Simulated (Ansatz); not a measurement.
# AlNi3 (Pm-3m) in Ansatz: notebook, part 2 of 2

Ansatz 0.2.0. The steps go on from the part before.

## 4. Single point, PBE, collinear spin, ferromagnetic start

input.yaml

```yaml
crystal:
  lattice:
    - [3.5230547267, 0.0, 0.0]
    - [0.0, 3.5230547267, 0.0]
    - [0.0, 0.0, 3.5230547267]
  atoms:
    - { symbol: Ni, position: [0.5, 0.5, 0.0], spin: 1.0 }
    - { symbol: Ni, position: [0.5, 0.0, 0.5], spin: 1.0 }
    - { symbol: Ni, position: [0.0, 0.5, 0.5], spin: 1.0 }
    - { symbol: Al, position: [0.0, 0.0, 0.0] }
hamiltonian:
  xc: pbe
  pseudopotentials: { kind: paw }
magnetization:
  spin_polarized: true
kpoints:
  mp_grid: { grid: [8, 8, 8] }
scf:
  occupations: { method: gaussian, width: 0.028 }
output:
  forces: true
  stress: true
  eigenvalues: true
  write_density: true
  write_potential: true
  elf: true
  volumetric_format: npy
```

Potentials or basis: Ansatz PAW.

Command:

```console
$ ansatz run input.yaml --threads 2 --pin off --max-ram 5632MiB --backend cpu --events-out ev --progress --plain --runs-dir out
```

Output:

```text
Warning: RAYON_NUM_THREADS=2 ignored (pool sized by the plan → 2); use --threads N
Engine: ansatz 0.2.0, x86_64-unknown-linux-gnu
Pseudopotentials: kind: paw
Pseudopotential: Ni, paw, valence charge 18, recommended cutoff 420 eV (normal), Ni.paw.azcp
Pseudopotential: Al, paw, valence charge 3, recommended cutoff 420 eV (normal), Al.paw.azcp
Functional definition: PBE
  parameter kappa = 0.804
  parameter beta = 0.06672455060314922
  exchange = pbe_x(kappa = kappa, mu = beta*pi^2/3)
  correlation = pbe_c(beta = beta)
Crystal: 4 atoms, lattice volume = 43.728 Å³
Basis set: ecut = 420 eV, 847 PW (Γ), exchange–correlation on 48×48×48 points (8 copies of the dense FFT grid, shifted against one another)
Bands: 36, of which v1, the nominal top of the filled ones, is band 29 counted from 1 (28 counted from 0)
Symmetry: 48 space group operations
Space group: Pm-3m (ITA 221), of the structure as read, at distance tolerance 3.5e-5 Å
Magnetic group: BNS 221.92 (UNI 1594), of the structure as read, at distance tolerance 3.5e-5 Å
k-points: 35 of 512
Non-local potential: Ni, projectors of the file, l = 0: 3, l = 1: 2, l = 2: 3, l = 3: 1
[... 44 lines left out ...]
  E_paw        = -5358.097119  (= ΣΔE_a)
  E_vpaw       = -1582.350917  (= ΣTr[D̂ρ^β])
  E_aug_tail   = 0.001709  (compensation charges beyond the density's cutoff)
  E_ewald      = -8388.179542
  E_smearing   = -0.001168  (= −TS)
  E_closure    = -0.000000  (closes the sum)
  Σ components = -18058.352294   (vs F -18058.352294, Δ=0.00e0)
--- Forces (eV/Å), atoms counted from 1 ---
  atom   1  Ni     0.00000000     0.00000000    -0.00000000
  atom   2  Ni     0.00000000    -0.00000000     0.00000000
  atom   3  Ni     0.00000000    -0.00000000     0.00000000
  atom   4  Al    -0.00000000    -0.00000000     0.00000000
  max |Σ_I F_I| component: 2.25e-28 eV/Å
--- Stress (GPa, compression-positive) ---
        7.375417       0.000000       0.000000
        0.000000       7.375417       0.000000
        0.000000       0.000000       7.375417
  P = ⅓ Tr σ = 7.3754 GPa (73.754 kbar)
--- Band table (eV; the first three rows and the last of 70) ---
  k-point 0 ↑: bands = ["-86.7473", "-86.7140", "-86.7140", "-47.1993", "-47.1993", "-47.1993", "-47.1140", "-47.1140", "-47.1140", "-47.0510", "-47.0510", "-47.0510", "6.2472", "11.9340", "12.6301", "12.6301", "12.9878", "12.9878", "12.9878", "15.0159", "15.0159", "15.0159", "15.8750", "15.8750", "16.1868", "16.3663", "16.3663", "16.3663", "17.3003", "17.3003", "17.3003", "23.1469", "23.1469", "24.0196", "28.9123", "28.9123"]
  k-point 1 ↑: bands = ["-86.7462", "-86.7152", "-86.7140", "-47.1961", "-47.1961", "-47.1940", "-47.1149", "-47.1149", "-47.1143", "-47.0568", "-47.0533", "-47.0533", "6.4423", "11.9878", "12.5171", "12.7539", "13.0218", "13.0218", "13.0334", "14.9067", "14.9067", "14.9657", "15.7538", "15.8769", "15.9801", "15.9801", "16.1145", "16.3665", "16.5972", "17.9369", "17.9369", "23.1282", "23.5893", "24.7755", "27.9345", "27.9345"]
  k-point 2 ↑: bands = ["-86.7431", "-86.7183", "-86.7140", "-47.1875", "-47.1875", "-47.1790", "-47.1177", "-47.1177", "-47.1148", "-47.0730", "-47.0591", "-47.0591", "7.0173", "11.7152", "12.4306", "13.0921", "13.1149", "13.1149", "13.1550", "14.6411", "14.6411", "14.8331", "15.2467", "15.5470", "15.5470", "15.7667", "15.8309", "15.9525", "16.3669", "19.0922", "19.0922", "23.0751", "23.8634", "25.8898", "25.8898", "26.5671"]
  k-point 34 ↓: bands = ["-86.3477", "-86.3477", "-86.3477", "-46.8519", "-46.8519", "-46.8519", "-46.8169", "-46.7240", "-46.7240", "-46.7240", "-46.6273", "-46.6273", "10.7012", "12.5495", "12.5495", "12.5495", "14.2935", "14.2935", "14.2935", "14.6128", "14.6128", "14.6128", "15.2727", "15.2727", "15.2727", "15.5600", "15.5600", "16.1523", "16.6164", "16.6164", "16.6164", "20.1603", "20.8188", "20.8188", "20.8188", "34.7386"]
```

It took 3.7 s on 2 threads of Intel Xeon Platinum 8488C (Sapphire Rapids), shared host; peak memory 0.48 GiB.

What came out:

* Free energy: -18058.3523 eV
* Pressure: 7.4 GPa
* Band gap on the k mesh: none (metal or under the smearing width)
* Net moment: 0.81 μB per cell
* Absolute moment: 1.00 μB per cell
* Site moments: Ni +0.30; Al -0.02 μB

Levels at points of the mesh, in eV from the Fermi level:
Spin up:
```csv
k point,band 26,band 27,band 28,band 29,band 30,band 31,band 32,band 33
"(0.00, 0.00, 0.00)",-0.10,-0.10,-0.10,0.84,0.84,0.84,6.68,6.68
"(0.00, 0.00, -0.50)",-1.23,-1.10,-0.53,-0.10,5.63,5.63,5.64,5.64
"(0.00, -0.50, -0.50)",-1.26,-1.05,-1.00,-0.61,0.86,0.86,8.26,8.26
"(-0.50, -0.50, -0.50)",-1.11,-1.11,-0.30,-0.28,-0.28,-0.28,3.58,4.12
```
Spin down:
| k point | band 25 | band 26 | band 27 | band 28 | band 29 | band 30 | band 31 | band 32 |
| --- | --- | --- | --- | --- | --- | --- | --- | --- |
| (0.00, 0.00, 0.00) | 0.05 | 0.40 | 0.40 | 0.40 | 0.80 | 0.80 | 0.80 | 6.79 |
| (0.00, 0.00, -0.50) | -0.94 | -0.94 | -0.83 | -0.31 | 0.40 | 5.69 | 5.69 | 5.71 |
| (0.00, -0.50, -0.50) | -1.17 | -1.13 | -0.79 | -0.58 | -0.45 | 1.19 | 1.19 | 8.31 |
| (-0.50, -0.50, -0.50) | -1.19 | -0.90 | -0.90 | -0.31 | 0.15 | 0.15 | 0.15 | 3.70 |

## 5. Summary

```csv
task,level,cell,smearing,gap on the mesh (eV),pressure (GPa),moment (μB)
relaxation of cell and atoms,BLYP+D4,relaxed,fermi-dirac 0.05 eV,none,0.0,0.65
single point,PBE,as given,gaussian 0.027 eV,none,7.4,0.82
single point,PBE,as given,gaussian 0.028 eV,none,7.4,0.81
```

Alike in all rows: potentials or basis Ansatz PAW; spin collinear, ferromagnetic start; k mesh 8 × 8 × 8; cutoff (eV) 420.

Caveats: the plane-wave basis is chosen anew once the cell has moved, so the energies of steps on either side of that aren't comparable (some runs); pairwise dispersion overbinds metals, which lowers pressure and volume (some runs); the PAW data sets come from PBE, with cores solved anew for the run's functional, which leaves a small shift of forces and pressure (some runs).

Total energies depend on the potentials used, so only differences within one code and one set of settings carry meaning.
